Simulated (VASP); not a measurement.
# Si2W (I4/mmm) in VASP: notebook

The runs below take Si2W through relaxation of cell and atoms, with PBE.

Program: VASP 6.6.1. These are calculated values, not measurements. Logs are shortened: lines on timing, memory, paths and dates and some standing lists are left out, and cuts for length are marked.

**1. Starting point**

Symmetry: I4/mmm, No. 139, tetragonal system. The conventional cell has a = 3.214 Å, b = 3.214 Å, c = 7.830 Å, α = 90.00°, β = 90.00°, γ = 90.00°. Si (site symmetry 4mm) is surrounded by 5 Si at 2.59 to 2.63 Å and 5 W at 2.62 Å. Around W (site symmetry 4/mmm) lie 10 Si at 2.62 Å.

**2. Relaxation of cell and atoms, PBE**

The input, INCAR:

```
  PREC = Accurate
  ENCUT = 350
  EDIFF = 1E-7
  ISMEAR = 0
  SIGMA = 0.1
  LREAL = False
  LASPH = True
  NELM = 100
  ALGO = Fast
  ISIF = 3
  LWAVE = False
  LCHARG = False
  GGA = PE
  IBRION = 2
  NSW = 80
  EDIFFG = -0.002
```

The input, KPOINTS:

```
regular mesh
0
Gamma
  18 18 18
```

The input, POSCAR:

```
Si2W
1.0
   -1.6069000000      1.6069000000      3.9149500000
    1.6069000000     -1.6069000000      3.9149500000
    1.6069000000      1.6069000000     -3.9149500000
Si W
2 1
Direct
    0.3347000000      0.3347000000      0.0000000000
    0.6653000000      0.6653000000      0.0000000000
    0.0000000000      0.0000000000      0.0000000000
```

Potentials or basis: VASP PAW PBE potentials, release 64 (Si, W_sv).

Launch:

```console
cat potpaw_PBE.64/Si/POTCAR potpaw_PBE.64/W_sv/POTCAR > POTCAR
mpirun -np 1 vasp_std > vasp.out
```

OUTCAR:

```text
PREC = Accurate
   ENCUT = 350
   EDIFF = 1E-7
   ISMEAR = 0
   LREAL = False
   LASPH = True
   NELM = 100
   ISIF = 3
   GGA = PE
   IBRION = 2
   NSW = 80
   EDIFFG = -0.002

 ion  position               nearest neighbor table
   1  0.335  0.335  0.000-   2 2.59   3 2.62   3 2.62   3 2.62   3 2.62   3 2.62   2 2.63   2 2.63
                             2 2.63   2 2.63
   2  0.665  0.665  0.000-   1 2.59   3 2.62   3 2.62   3 2.62   3 2.62   3 2.62   1 2.63   1 2.63
                             1 2.63   1 2.63
   3  0.000  0.000  0.000-   2 2.62   2 2.62   2 2.62   1 2.62   2 2.62   1 2.62   1 2.62   1 2.62
                             1 2.62   2 2.62

  LATTYP: Found a body centered tetragonal cell.
 ALAT       =     3.2138000000
 C/A-ratio  =     2.4363370465

  Lattice vectors:

 A1 = (  -1.6069000000,   1.6069000000,   3.9149500000)
 A2 = (   1.6069000000,  -1.6069000000,   3.9149500000)
 A3 = (   1.6069000000,   1.6069000000,  -3.9149500000)

Analysis of symmetry for initial positions (statically):
=====================================================================
 Subroutine PRICEL returns:
 Original cell was already a primitive cell.

 Routine SETGRP: Setting up the symmetry group for a
 body centered tetragonal supercell.

 Subroutine GETGRP returns: Found 16 space group operations
 (whereof 16 operations were pure point group operations)
 out of a pool of 16 trial point group operations.

The static configuration has the point symmetry D_4h.

Analysis of symmetry for dynamics (positions and initial velocities):
=====================================================================
 Subroutine PRICEL returns:
 Original cell was already a primitive cell.

 Routine SETGRP: Setting up the symmetry group for a
 body centered tetragonal supercell.

 Subroutine GETGRP returns: Found 16 space group operations
 (whereof 16 operations were pure point group operations)
 out of a pool of 16 trial point group operations.

The dynamic configuration has the point symmetry D_4h.

 Subroutine INISYM returns: Found 16 space group operations
 (whereof 16 operations are pure point group operations),
 and found     1 'primitive' translations

----------------------------------------------------------------------------------------

                                     Primitive cell

  volume of cell :      40.4356

  direct lattice vectors                    reciprocal lattice vectors
    -1.606900000  1.606900000  3.914950000     0.000000000  0.311158131  0.127715552
     1.606900000 -1.606900000  3.914950000     0.311158131  0.000000000  0.127715552
     1.606900000  1.606900000 -3.914950000     0.311158131  0.311158131  0.000000000

  length of vectors
     4.526708376  4.526708376  4.526708376     0.336348992  0.336348992  0.440044048

  position of ions in fractional coordinates (direct lattice)
     0.334700000  0.334700000  0.000000000
     0.665300000  0.665300000  0.000000000
     0.000000000  0.000000000  0.000000000

  ion indices of the primitive-cell ions
   primitive index   ion index
                 1           1
                 2           2
                 3           3

----------------------------------------------------------------------------------------

 KPOINTS: regular mesh

Automatic generation of k-mesh.
 Grid dimensions read from file:
 generate k-points for:   18   18   18

 Generating k-lattice:

  Cartesian coordinates                     Fractional coordinates (reciprocal lattice)
     0.000000000  0.017286563  0.007095308     0.055555556  0.000000000  0.000000000
     0.017286563  0.000000000  0.007095308     0.000000000  0.055555556  0.000000000
     0.017286563  0.017286563  0.000000000     0.000000000  0.000000000  0.055555556

  Length of vectors
     0.018686055  0.018686055  0.024446892

  Shift w.r.t. Gamma in fractional coordinates (k-lattice)
     0.000000000  0.000000000  0.000000000

 Subroutine IBZKPT returns following result:
 ===========================================

 Found    480 irreducible k-points:

 Following reciprocal coordinates:
            Coordinates               Weight
  0.000000  0.000000  0.000000      1.000000
  0.055556 -0.000000  0.000000      8.000000
  0.111111 -0.000000  0.000000      8.000000
  0.166667  0.000000  0.000000      8.000000
  0.222222  0.000000 -0.000000      8.000000
  0.277778  0.000000  0.000000      8.000000
[... 16 lines left out ...]
 -0.277778  0.055556  0.000000     16.000000
 -0.222222  0.055556  0.000000     16.000000
 [... further k-points ...]
   k-points           NKPTS =    480   k-points in BZ     NKDIM =    480   number of bands    NBANDS=     15
   number of dos      NEDOS =    301   number of ions     NIONS =      3
   total plane-waves  NPLWV =  21952
   dimension x,y,z NGX =    28 NGY =   28 NGZ =   28
   dimension x,y,z NGXF=    56 NGYF=   56 NGZF=   56
   ions per type =               2   1
   NGX,Y,Z   is equivalent  to a cutoff of  10.28, 10.28, 10.28 a.u.
   NGXF,Y,Z  is equivalent  to a cutoff of  20.57, 20.57, 20.57 a.u.
 SYSTEM =  unknown system
   PREC   = accura    normal or accurate (medium, high low for compatibility)
   ISTART =      0    job   : 0-new  1-cont  2-samecut
   ICHARG =      2    charge: 1-file 2-atom 10-const
   ISPIN  =      1    spin polarized calculation?
   LNONCOLLINEAR =      F non collinear calculations
   LSORBIT =      F    spin-orbit coupling
   LASPH  =      T    aspherical Exc in radial PAW
   ENCUT  =  350.0 eV  25.72 Ry    5.07 a.u.   6.91  6.91  6.91*2*pi/ulx,y,z
   NELM   =    100;   NELMIN=  2; NELMDL= -5     # of ELM steps
   EDIFF  = 0.1E-06   stopping-criterion for ELM
   LREAL  =      F    real-space projection
   EDIFFG = -.2E-02   stopping-criterion for IOM
   NSW    =     80    number of steps for IOM
   IBRION =      2    ionic relax: 0-MD 1-quasi-New 2-CG
   NFREE  =      1    steps in history (QN), initial steepest desc. (CG)
   ISIF   =      3    stress and relaxation
   ISYM   =      2    0-nonsym 1-usesym 2-fastsym
   POTIM  = 0.5000    time-step for ionic-motion
   TEBEG  =    0.0;   TEEND  =   0.0 temperature during run
   PSTRESS=    0.0 pullay stress
   NELECT =      22.0000    total number of electrons
   NUPDOWN=      -1.0000    fix difference up-down
   EMIN   =  10.00;   EMAX   =-10.00  energy-range for DOS
   EFERMI =   0.00;   METHOD = LEGACY
   ISMEAR =     0;   SIGMA  =   0.10  broadening in eV -4-tet -1-fermi 0-gaus
   EFERMI_NEDOS =   21; number of points for ismear=-14 and -15
   IALGO  =     68    algorithm
   IMIX   =      4    mixing-type and parameters
     AMIX     =   0.40;   BMIX     =  1.00
     AMIX_MAG =   1.60;   BMIX_MAG =  1.00
  volume/ion in A,a.u.               =      13.48        90.96
  Fermi-wavevector in a.u.,A,eV,Ry     =   1.336476  2.525573 24.302284  1.786167
  Thomas-Fermi vector in A             =   2.465099
   LORBIT       =      0    0 simple, 1 ext, 2 COOP (PROOUT), +10 PAW based schemes
   GGA     = PE    functional components
   LHFCALC =     F    Hartree Fock is set to
   AEXX    =    0.0000 exact exchange contribution
   IVDW    =     0    specifies the selected vdW correction
   LEPSILON=     F    determine dielectric tensor
   LRPA    =     F    only Hartree local field effects (RPA)
 conjugate gradient relaxation of ions
 non-spin polarized calculation
 RMM-DIIS sequential band-by-band and
 Gauss-broadening in eV      SIGMA  =   0.10
  energy-cutoff  :      350.00
  volume of cell :       40.44
 maximum number of plane-waves:       612
   NGX = 13   NGY = 13   NGZ = 13

--------------------------------------- Ionic step        1  -------------------------------------------

 number of electron      22.0000001 magnetization

 Free energy of the ion-electron system (eV)
  ---------------------------------------------------
  ext. energy  EPLUGINS =         0.00000000
  ---------------------------------------------------
  free energy    TOTEN  =       -24.80417063 eV

  energy without entropy =      -24.80329443  energy(sigma->0) =      -24.80373253

------------------------ aborting loop because EDIFF is reached ----------------------------------------

  FORCE on cell =-STRESS in cart. coord.  units (eV):
  Direction    XX          YY          ZZ          XY          YZ          ZX
  --------------------------------------------------------------------------------------
  -------------------------------------------------------------------------------------
  Total        0.7678758      0.7678758      0.8676652      0.0000000      0.0000000     -0.0000000
  in kB       30.4254965     30.4254965     34.3794446      0.0000000      0.0000000     -0.0000000
  external PRESSURE =      31.7434792 kB  Pullay stress =       0.0000000 kB
[... 92 lines left out ...]
  FREE ENERGIE OF THE ION-ELECTRON SYSTEM (eV)
  ---------------------------------------------------
  free  energy   TOTEN  =       -24.8096541505 eV

  energy  without entropy=      -24.8087467974  energy(sigma->0) =      -24.80920047

[... ionic steps 4 to 8 ...]

--------------------------------------- Ionic step        9  -------------------------------------------

 number of electron      22.0000000 magnetization

------------------------ aborting loop because EDIFF is reached ----------------------------------------
[... 69 lines left out ...]
--------------------------------------- Ionic step       11  -------------------------------------------

 number of electron      22.0000000 magnetization

 Free energy of the ion-electron system (eV)
  ---------------------------------------------------
  ext. energy  EPLUGINS =         0.00000000
  ---------------------------------------------------
  free energy    TOTEN  =       -24.80966807 eV

  energy without entropy =      -24.80876296  energy(sigma->0) =      -24.80921551

 E-fermi :  11.7675     XC(G=0): -12.4640

 val. band max:       11.7472374067   @ k =  -0.3889   0.5000   0.3333
 cond. band min:      11.8045434179   @ k =  -0.3889  -0.4444   0.3889
 fundamental gap:      0.0573060112
 Fermi energy:        11.7675283415

 k-point     1 :       0.0000    0.0000    0.0000
  band No.  band energies     occupation
      1     -62.1157      2.00000
      2     -26.3637      2.00000
      3     -26.3500      2.00000
      4     -26.3500      2.00000
      5      -2.2000      2.00000
      6       5.0039      2.00000
      7       8.0080      2.00000
      8       8.5151      2.00000
      9       8.9585      2.00000
     10       8.9585      2.00000
     11      12.3716      0.00000
     12      14.4184      0.00000
     13      14.7482      0.00000
     14      14.8028      0.00000
[... 401 lines left out ...]
      2     -26.4348      2.00000
      3     -26.3560      2.00000
      4     -26.3482      2.00000
      5      -1.3029      2.00000
      6       5.0988      2.00000
      7       6.4479      2.00000
      8       8.1956      2.00000
      9       8.9390      2.00000
     10       9.6546      2.00000
     11      10.3693      2.00000
     12      13.3247      0.00000
     13      13.9506      0.00000
     14      16.1190      0.00000
     15      16.2288      0.00000

 [... further k-points ...]
[... 5 lines left out ...]
  --------------------------------------------------------------------------------------
  -------------------------------------------------------------------------------------
  Total        0.0020523      0.0020523     -0.0001936      0.0000000      0.0000000     -0.0000000
  in kB        0.0802180      0.0802180     -0.0075666      0.0000000      0.0000000     -0.0000000
  external PRESSURE =       0.0509565 kB  Pullay stress =       0.0000000 kB
[... 18 lines left out ...]
  FREE ENERGIE OF THE ION-ELECTRON SYSTEM (eV)
  ---------------------------------------------------
  free  energy   TOTEN  =       -24.8096680666 eV

  energy  without entropy=      -24.8087629614  energy(sigma->0) =      -24.80921551

 reached required accuracy - stopping structural energy minimisation
```

It took 13 min on 1 thread of Intel Xeon Platinum 8488C (Sapphire Rapids), shared host; peak memory 0.3 GiB.

What came out:

```yaml
Free_energy: -24.8097 eV
Relaxed_volume: 13.66 Å³/atom
Relaxed_cell: a = 4.547 Å, b = 4.547 Å, c = 4.547 Å, α = 138.41°, β = 138.41°, γ = 60.27°
Space_group_after_relaxing_to_0.05_Å: I4/mmm (No. 139)
Energy_gained_by_relaxing: 1.8 meV/atom
Ionic_steps: 11
Pressure_after_relaxing: 0.0 GPa
Band_gap_on_the_k_mesh: none (metal or under the smearing width)
```

The path:
| step | energy change (eV) | largest force (eV/Å) | pressure (GPa) | volume (Å³) |
| --- | --- | --- | --- | --- |
| 1 | 0.0000 | 0.0624 | 3.17 | 40.44 |
| 2 | 0.0123 | 0.0972 | -5.30 | 42.02 |
| 3 | -0.0055 | 0.0024 | -0.01 | 40.99 |
| 4 | -0.0055 | 0.0036 | 0.05 | 40.98 |
| 5 | -0.0055 | 0.0013 | 0.05 | 40.99 |
| 6 | -0.0055 | 0.0018 | 0.04 | 40.98 |
| 7 | -0.0055 | 0.0020 | 0.04 | 40.98 |
| 8 | -0.0055 | 0.0021 | 0.05 | 40.98 |
| 9 | -0.0055 | 0.0021 | 0.04 | 40.98 |
| 10 | -0.0055 | 0.0007 | -0.06 | 41.00 |
| 11 | -0.0055 | 0.0011 | 0.01 | 40.99 |

Final structure:
```
CELL_PARAMETERS angstrom
-1.61424 1.61424 3.93270
1.61424 -1.61424 3.93270
1.61424 1.61424 -3.93270
ATOMIC_POSITIONS crystal
Si 0.33455 0.33455 0.00000
Si 0.66545 0.66545 0.00000
W 0.00000 0.00000 0.00000
```

Spin-orbit coupling is left out, which matters for the levels of W. Zero-point motion and thermal expansion aren't in these numbers.

**3. Relaxation of cell and atoms, PBE**

This run uses another cell than the first one, of 13.66 Å³/atom, 1.014 times its volume.

INCAR is that of step 2.

KPOINTS is that of step 2.

The input, POSCAR:

```
Si2W                                    
1.0
   -1.6142370673      1.6142370673      3.9326973148
    1.6142370673     -1.6142370673      3.9326973148
    1.6142370673      1.6142370673     -3.9326973148
  Si              W             
     2     1
Direct
     0.3345492063383161    0.3345492063383161    0.0000000000000000
     0.6654507936616838    0.6654507936616838    0.0000000000000000
     0.0000000000000000    0.0000000000000000    0.0000000000000000
```

Potentials or basis: VASP PAW PBE potentials, release 64 (Si, W_sv).

Launch:

```console
cat potpaw_PBE.64/Si/POTCAR potpaw_PBE.64/W_sv/POTCAR > POTCAR
mpirun -np 1 vasp_std > vasp.out
```

It took 4.8 min on 1 thread of Intel Xeon Platinum 8488C (Sapphire Rapids), shared host; peak memory 0.29 GiB.

Results (log left out):

```
Free energy                            : -24.8107 eV
Relaxed volume                         : 13.67 Å³/atom
Relaxed cell                           : a = 4.547 Å, b = 4.547 Å, c = 4.547 Å, α = 138.41°, β = 138.41°, γ = 60.27°
Space group after relaxing (to 0.05 Å) : I4/mmm (No. 139)
Energy gained by relaxing              : 0.0 meV/atom
Ionic steps                            : 3
Pressure after relaxing                : 0.0 GPa
Band gap on the k mesh                 : none (metal or under the smearing width)
```

Final structure:
```
Si W
1.0
    -1.61431    1.61431    3.93283
     1.61431   -1.61431    3.93283
     1.61431    1.61431   -3.93283
Si W
2 1
Direct
  0.33455 0.33455 0.00000
  0.66545 0.66545 0.00000
  0.00000 0.00000 0.00000
```

Levels at points of the mesh, in eV from the Fermi level:
| k point | band 8 | band 9 | band 10 | band 11 | band 12 | band 13 | band 14 | band 15 |
| --- | --- | --- | --- | --- | --- | --- | --- | --- |
| (0.00, 0.00, 0.00) | -3.25 | -2.81 | -2.81 | 0.60 | 2.65 | 2.98 | 3.04 | 3.04 |
| (0.50, 0.00, 0.00) | -4.82 | -2.75 | -2.72 | -0.42 | 2.65 | 2.75 | 3.90 | 4.31 |
| (0.50, 0.50, 0.00) | -5.51 | -4.97 | -3.20 | -1.76 | 2.73 | 2.91 | 3.07 | 3.86 |
| (0.50, 0.50, 0.50) | -2.55 | -0.85 | -0.85 | -0.49 | -0.49 | 0.78 | 4.44 | 4.73 |

Spin-orbit coupling is left out, which matters for the levels of W.
